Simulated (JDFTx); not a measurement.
# Si (P-1) in JDFTx: convergence with energy threshold

Aim: find how far energy threshold must go before the results for Si settle, at RPBE. This setting moves, with any that are tied to it; all else stays.

Everything below comes from runs of JDFTx 1.7.0 (patched build). Logs are shortened: lines on timing, memory, paths and dates and some standing lists are left out, and cuts for length are marked. The log counts tension as positive stress, the text compression.

## (1) The cell of the first run

The typed cell holds 2 atoms: a = 3.849 Å, b = 3.849 Å, c = 3.849 Å, α = 60.00°, β = 60.00°, γ = 60.00°.

The cell isn't the ideal one: atoms moved at random, drawn with an rms of 0.02 Å.

## (2) With energy threshold 0.001 Ha

File Si.in:

```
include Si.lattice
coords-type Lattice
include Si.ionpos

ion-species pseudo/Si.upf
elec-cutoff 40 320
elec-ex-corr gga-x-rpbe gga-c-pbe
kpoint-folding 6 6 6
elec-smearing Fermi 0.0018374661
elec-n-bands 9
electronic-SCF nIterations 100 energyDiffThreshold 0.001
electronic-minimize nIterations 30 energyDiffThreshold 1e-7
forces-output-coords Cartesian

dump-name run.$VAR
dump End Ecomponents EigStats BandEigs Kpoints Forces Stress
```

File Si.lattice:

```
lattice \
    0.0000000000     5.1435532945     5.1435532945 \
    5.1435532945     0.0000000000     5.1435532945 \
    5.1435532945     5.1435532945     0.0000000000
```

File Si.ionpos:

```
ion Si     0.5053960000     0.5065980000     0.4890360000 1
ion Si     0.7447980000     0.7513980000     0.7512880000 1
```

Potentials or basis: SG15-PBE-1.2.

Command:

```sh
$ jdftx -c 1 -i Si.in -o Si.out
```

What it wrote:

```text
*************** JDFTx 1.7.0 (patched build) ***************

Input parsed successfully to the following command list (including defaults):
[... the input with its defaults ...]

---------- Setting up symmetries ----------

Found 48 point-group symmetries of the bravais lattice
Found 2 space-group symmetries with basis
Applied RMS atom displacement 0 bohrs to make symmetries exact.

---------- Initializing the Grid ----------
R =
[            0      5.14355      5.14355  ]
[      5.14355            0      5.14355  ]
[      5.14355      5.14355            0  ]
unit cell volume = 272.157
G =
[  -0.610783   0.610783   0.610783  ]
[   0.610783  -0.610783   0.610783  ]
[   0.610783   0.610783  -0.610783  ]
Minimum fftbox size, Smin = [  60  60  60  ]
Chosen fftbox size, S = [  60  60  60  ]

---------- Initializing tighter grid for wavefunction operations ----------
R =
[            0      5.14355      5.14355  ]
[      5.14355            0      5.14355  ]
[      5.14355      5.14355            0  ]
unit cell volume = 272.157
G =
[  -0.610783   0.610783   0.610783  ]
[   0.610783  -0.610783   0.610783  ]
[   0.610783   0.610783  -0.610783  ]
Minimum fftbox size, Smin = [  44  44  44  ]
Chosen fftbox size, S = [  48  48  48  ]

---------- Exchange Correlation functional ----------
Initialized LibXC exchange functional 'Hammer, Hansen, and Norskov'
Initialized LibXC correlation functional 'Perdew, Burke & Ernzerhof'

---------- Setting up pseudopotentials ----------
Width of ionic core gaussian charges (only for fluid interactions / plotting) set to 0

Reading pseudopotential file 'pseudo/Si.upf':
  'Si' pseudopotential, 'PBE' functional
  Generated using ONCVPSP code by D. R. Hamann
  4 valence electrons, 0 orbitals, 4 projectors, 602 radial grid points, with lMax = 1
  Core radius for overlap checks: 2.98 bohrs.

Initialized 1 species with 2 total atoms.

Folded 1 k-points by 6x6x6 to 216 k-points.

---------- Setting up k-points, bands, fillings ----------
Reduced to 112 k-points under symmetry.
Computing the number of bands and number of electrons
Calculating initial fillings.
nElectrons:   8.000000   nBands: 9   nStates: 112

----- Setting up reduced wavefunction bases (one per k-point) -----
average nbasis = 3288.106 , ideal nbasis = 3288.544

---------- Setting up ewald sum ----------
Optimum gaussian width for ewald sums = 2.336113 bohr.
Real space sum over 1331 unit cells with max indices [  5  5  5  ]
Reciprocal space sum over 2197 terms with max indices [  6  6  6  ]

---------- Allocating electronic variables ----------
Initializing wave functions:  (No orbitals for LCAO)  bandwidth-limited random numbers

Setting the auxilliary hamiltonian equal to the subspace hamiltonian.

-------- Electronic minimization -----------
Will mix electronic density at each iteration.
	FillingsUpdate:  mu: +0.369512542  nElectrons: 8.000000
	FillingsUpdate:  mu: +0.147708586  nElectrons: 8.000000
SCF: Cycle:  0   F: -7.775441955028036   dF: -2.481e+00   |Residual|: 4.332e-01   |deigs|: 2.235e-01
	FillingsUpdate:  mu: +0.185052731  nElectrons: 8.000000
SCF: Cycle:  1   F: -7.839474271676985   dF: -6.403e-02   |Residual|: 2.591e-01   |deigs|: 3.328e-02
	FillingsUpdate:  mu: +0.242798831  nElectrons: 8.000000
SCF: Cycle:  2   F: -7.885663988423405   dF: -4.619e-02   |Residual|: 5.781e-02   |deigs|: 6.256e-02
	FillingsUpdate:  mu: +0.235243567  nElectrons: 8.000000
SCF: Cycle:  3   F: -7.886302948568880   dF: -6.390e-04   |Residual|: 2.319e-02   |deigs|: 9.247e-03
	FillingsUpdate:  mu: +0.240633719  nElectrons: 8.000000
SCF: Cycle:  4   F: -7.886674154266135   dF: -3.712e-04   |Residual|: 4.215e-03   |deigs|: 4.513e-03
SCF: Converged (|Delta E|<1.000000e-03 for 2 iters).

WARNING: filled levels still moved by 4.7e-03 Eh in the last cycle and may be farther than that from their end: converge the SCF further.
Setting wave functions to eigenvectors of Hamiltonian

# Stress tensor in Cartesian coordinates [Eh/a0^3]:
[ -4.99119e-05 -5.36534e-05  6.87251e-06  ]
[ -5.36534e-05 -5.06263e-05  2.40342e-05  ]
[  6.87251e-06  2.40342e-05 -4.66868e-05  ]

# Ionic positions in lattice coordinates:
ion Si   0.505396000000000   0.506598000000000   0.489036000000000 1
ion Si   0.744798000000000   0.751398000000000   0.751288000000000 1

# Forces in Cartesian coordinates:
force Si   0.005098442395776   0.001631558757546  -0.011251745587297 1
force Si  -0.005098442395776  -0.001631558757546   0.011251745587297 1

# Energy components:
   Eewald =       -8.3773348373836480
       EH =        0.5653774951434670
     Eloc =       -2.5962563365185187
      Enl =        1.8406818369310074
      Exc =       -2.4141661189144821
       KE =        3.0950272815826572
-------------------------------------
     Etot =       -7.8866706791595149
       TS =        0.0000034751066202
-------------------------------------
        F =       -7.8866741542661352

IonicMinimize: Iter:   0  F: -7.886674154266135  |grad|_K:  7.194e-03
IonicMinimize: None of the convergence criteria satisfied after 0 iterations.

Dumping 'run.eigStats' ...
	eMin: -0.211933 at state 0 ( [ +0.000000 +0.000000 +0.000000 ] spin 0 )
	HOMO: +0.233109 at state 0 ( [ +0.000000 +0.000000 +0.000000 ] spin 0 )
	mu  : +0.240634
	LUMO: +0.249705 at state 108 ( [ +0.500000 +0.500000 +0.000000 ] spin 0 )
	eMax: +0.633338 at state 108 ( [ +0.500000 +0.500000 +0.000000 ] spin 0 )
	HOMO-LUMO gap: +0.016595
	Optical gap  : +0.082190 at state 0 ( [ +0.000000 +0.000000 +0.000000 ] spin 0 )
Done!
```

Run time: 79 s. Hardware: 1 thread of Intel Xeon Platinum 8259CL at 2.50GHz (Skylake/Cascade Lake), shared host; peak memory 0.2 GiB.

Results:

```
Free energy            : -214.6073 eV
Pressure               : 1.4 GPa
Largest force          : 0.641 eV/Å
Band gap on the k mesh : 0.45 eV, indirect (least direct gap 2.24 eV)
```

## (3) With energy threshold 0.0001 Ha

Si.in: that of step 2 with these lines changed.

```diff
@@ -10,3 +10,3 @@
 elec-n-bands 9
-electronic-SCF nIterations 100 energyDiffThreshold 0.001
+electronic-SCF nIterations 100 energyDiffThreshold 0.0001
 electronic-minimize nIterations 30 energyDiffThreshold 1e-7
```

Si.lattice is that of step 2.

Si.ionpos is that of step 2.

Potentials or basis: SG15-PBE-1.2.

Command:

```sh
$ jdftx -c 1 -i Si.in -o Si.out
```

It took 99 s on 1 thread of Intel Xeon Platinum 8259CL at 2.50GHz (Skylake/Cascade Lake), shared host; peak memory 0.2 GiB.

What came out:

| Quantity | Value |
| --- | --- |
| Free energy | -214.6081 eV |
| Pressure | 2.4 GPa |
| Largest force | 0.651 eV/Å |
| Band gap on the k mesh | 0.46 eV, indirect (least direct gap 2.21 eV) |

## (4) With energy threshold 1e-05 Ha

Si.in: that of step 3 with these lines changed.

```diff
@@ -10,3 +10,3 @@
 elec-n-bands 9
-electronic-SCF nIterations 100 energyDiffThreshold 0.0001
+electronic-SCF nIterations 100 energyDiffThreshold 1e-05
 electronic-minimize nIterations 30 energyDiffThreshold 1e-7
```

Si.lattice is that of step 3.

Si.ionpos is that of step 3.

Command:

```sh
$ jdftx -c 1 -i Si.in -o Si.out
```

Wall time 1.8 min (1 thread of Intel Xeon Platinum 8259CL at 2.50GHz (Skylake/Cascade Lake), shared host); peak memory 0.2 GiB.

Results:

```
Free energy            : -214.6081 eV
Pressure               : 2.3 GPa
Largest force          : 0.650 eV/Å
Band gap on the k mesh : 0.46 eV, indirect (least direct gap 2.22 eV)
```

## (5) With energy threshold 1e-06 Ha

Si.in: that of step 4 with these lines changed.

```diff
@@ -10,3 +10,3 @@
 elec-n-bands 9
-electronic-SCF nIterations 100 energyDiffThreshold 1e-05
+electronic-SCF nIterations 100 energyDiffThreshold 1e-06
 electronic-minimize nIterations 30 energyDiffThreshold 1e-7
```

Si.lattice is that of step 4.

Si.ionpos is that of step 4.

Command:

```sh
$ jdftx -c 1 -i Si.in -o Si.out
```

It took 1.8 min on 1 thread of Intel Xeon Platinum 8259CL at 2.50GHz (Skylake/Cascade Lake), shared host; peak memory 0.2 GiB.

What came out:

| Quantity | Value |
| --- | --- |
| Free energy | -214.6081 eV |
| Pressure | 2.3 GPa |
| Largest force | 0.650 eV/Å |
| Band gap on the k mesh | 0.46 eV, indirect (least direct gap 2.22 eV) |

## (6) With energy threshold 1e-07 Ha

Si.in: that of step 5 with these lines changed.

```diff
@@ -10,3 +10,3 @@
 elec-n-bands 9
-electronic-SCF nIterations 100 energyDiffThreshold 1e-06
+electronic-SCF nIterations 100 energyDiffThreshold 1e-07
 electronic-minimize nIterations 30 energyDiffThreshold 1e-7
```

Si.lattice is that of step 5.

Si.ionpos is that of step 5.

Potentials or basis: SG15-PBE-1.2.

Command:

```sh
$ jdftx -c 1 -i Si.in -o Si.out
```

It took 2.1 min on 1 thread of Intel Xeon Platinum 8259CL at 2.50GHz (Skylake/Cascade Lake), shared host; peak memory 0.19 GiB.

It converged, with:

```yaml
Free_energy: -214.6081 eV
Pressure: 2.3 GPa
Largest_force: 0.650 eV/Å
Band_gap_on_the_k_mesh: 0.46 eV, indirect (least direct gap 2.22 eV)
```

## (7) With energy threshold 1e-08 Ha

Si.in: that of step 6 with these lines changed.

```diff
@@ -10,3 +10,3 @@
 elec-n-bands 9
-electronic-SCF nIterations 100 energyDiffThreshold 1e-07
+electronic-SCF nIterations 100 energyDiffThreshold 1e-08
 electronic-minimize nIterations 30 energyDiffThreshold 1e-7
```

Si.lattice is that of step 6.

Si.ionpos is that of step 6.

Command:

```sh
$ jdftx -c 1 -i Si.in -o Si.out
```

It took 2.4 min on 1 thread of Intel Xeon Platinum 8259CL at 2.50GHz (Skylake/Cascade Lake), shared host; peak memory 0.2 GiB.

Results (log left out):

```yaml
Free_energy: -214.6081 eV
Pressure: 2.3 GPa
Largest_force: 0.650 eV/Å
Band_gap_on_the_k_mesh: 0.46 eV, indirect (least direct gap 2.22 eV)
```

## (8) With energy threshold 1e-10 Ha

Si.in: that of step 7 with these lines changed.

```diff
@@ -10,3 +10,3 @@
 elec-n-bands 9
-electronic-SCF nIterations 100 energyDiffThreshold 1e-08
+electronic-SCF nIterations 100 energyDiffThreshold 1e-10
 electronic-minimize nIterations 30 energyDiffThreshold 1e-7
```

Si.lattice is that of step 7.

Si.ionpos is that of step 7.

Command:

```sh
$ jdftx -c 1 -i Si.in -o Si.out
```

Run time: 3 min. Hardware: 1 thread of Intel Xeon Platinum 8259CL at 2.50GHz (Skylake/Cascade Lake), shared host; peak memory 0.2 GiB.

Results (log left out):

* Free energy: -214.6081 eV
* Pressure: 2.3 GPa
* Largest force: 0.650 eV/Å
* Band gap on the k mesh: 0.46 eV, indirect (least direct gap 2.22 eV)

## (9) The series at a glance

```
energy threshold  energy less the tightest run, at zero smearing (meV/atom)  pressure (GPa)  largest force (eV/Å)  gap on the mesh (eV)  SCF cycles  CPU time (s)  peak memory (GiB)
        0.001 Ha                                                       0.37            1.44                 0.641                 0.452           5            79                0.2
       0.0001 Ha                                                       0.00            2.37                 0.651                 0.460           7            99                0.2
        1e-05 Ha                                                       0.00            2.31                 0.650                 0.458           8           110                0.2
        1e-06 Ha                                                       0.00            2.31                 0.650                 0.458           8           110                0.2
        1e-07 Ha                                                       0.00            2.32                 0.650                 0.459          10           130               0.19
        1e-08 Ha                                                       0.00            2.31                 0.650                 0.459          12           150                0.2
        1e-10 Ha                                                       0.00            2.31                 0.650                 0.459          16           180                0.2
```

Against the tightest run, the energy stays within 1 meV/atom from 0.001 Ha on; the pressure stays within 0.1 GPa from 0.0001 Ha on; the largest force stays within 0.005 eV/Å from 0.0001 Ha on; the gap on the mesh stays within 0.01 eV from 0.001 Ha on. The tightest run that finished is the yardstick and may itself not be fully converged.

Caveats: the potentials were made for another functional, which shifts forces and pressure.
